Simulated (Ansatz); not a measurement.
Relaxed bulk Si₂W, space group I4/mmm (No. 139):

```cif
data_structure
_symmetry_space_group_name_H-M 'I4/mmm'
_symmetry_Int_Tables_number 139
_cell_length_a 3.2290
_cell_length_b 3.2290
_cell_length_c 7.8668
_cell_angle_alpha 90.000
_cell_angle_beta 90.000
_cell_angle_gamma 90.000
_cell_volume 82.02
loop_
_atom_site_label
_atom_site_type_symbol
_atom_site_symmetry_multiplicity
_atom_site_Wyckoff_symbol
_atom_site_fract_x
_atom_site_fract_y
_atom_site_fract_z
_atom_site_occupancy
Si1 Si 4 e 0.00000 0.00000 0.33457 1
W1 W 2 a 0.00000 0.00000 0.00000 1
```

Miller indices refer to the conventional cell of I4/mmm (No. 139), a = 3.229 Å, b = 3.229 Å, c = 7.867 Å, α = 90.00°, β = 90.00°, γ = 90.00°.

The (101) slab of 12 planes, 10.9 Å thick with 15 Å of vacuum as cut; outer planes W (top) and Si (bottom).

Method: DFT PBE, scalar-relativistic, plane waves, PAW in Ansatz. Plane waves to 420 eV, a k mesh through Γ of 11×8×1 on the computed 12-atom cell and Gaussian smearing (0.10 eV); no spin polarisation. The cell repeats along c with a dipole correction in the vacuum.

The work function is left out: read from the slab's Fermi level and from the bulk's it differs by over 0.3 eV, so the slab is too thin for it. The slab's inner planes relax by over 3 % too, so it holds no bulk-like region.

With the atoms at the bulk's places:

| Item | Value |
| --- | --- |
| Surface energy (mean of both faces) | 3.48 J/m² |
| Dipole of the slab along +c, per cell | 0.0991 e·Å |

Task: What changes when all atoms relax?

Result: The energy falls by 0.237 J/m² a face, and the largest move is 0.26 Å.

```
Surface energy (mean of both faces)   : 3.25 J/m²
Dipole of the slab along +c, per cell : 0.13 e·Å
```

```tsv
plane (bottom to top)	atoms	spacing to next, bulk (Å)	relaxed (Å)	change (%)
1	Si	0.988	1.099	+11.2
2	Si	0.999	1.141	+14.1
3	W	0.999	0.867	-13.2
4	Si	0.988	1.030	+4.3
5	Si	0.999	1.039	+3.9
6	W	0.999	0.955	-4.4
7	Si	0.988	1.002	+1.4
8	Si	0.999	0.979	-2.0
9	W	0.999	1.028	+2.9
10	Si	0.988	1.043	+5.5
11	Si	0.999	0.758	-24.2
12	W
```

With no bulk-like middle, the error of these values can't be bounded.

Spin-orbit coupling is left out, which matters for the bands of heavy elements.

γ = (E_slab − N·E_bulk)/2A = 5.562 eV / (2 × 13.73 Å²) = 202.6 meV/Å² = 3.25 J/m², with N = 12 atoms. The top two spacings change in opposite senses (-24.2 and +5.5 %). The faces differ by 1.73 eV because the slab carries a dipole: a dipole layer of p per area A shifts the vacuum level by e·p/(ε0·A) = 180.95 V·Å × 0.1312 e·Å / 13.73 Å² = 1.73 eV.

Relaxation is strongest at the W-terminated face, where the outermost spacing shrinks by 24.2 %, while the first two spacings at the Si face widen. The W atoms cut from their outer Si neighbours probably sink to strengthen the remaining W–Si bonds, which combine W 5d with Si 3p states. At the Si face, the expansion above a contracted W–Si spacing suggests that bonding is redistributed towards the layers beneath. These are changes in plane separation, however, and needn't match changes in bond length.

The dipole points towards the W face, so the vacuum level for electrons is lower there than on the Si side. Simple charge transfer to the more electronegative W would favour the opposite sign, which suggests that electron spill-out and smoothing at the two unlike faces outweigh it. Relaxation enlarges this asymmetry rather than removing it. Because the surface energy averages two different terminations, it doesn't show which of them is cheaper to form.
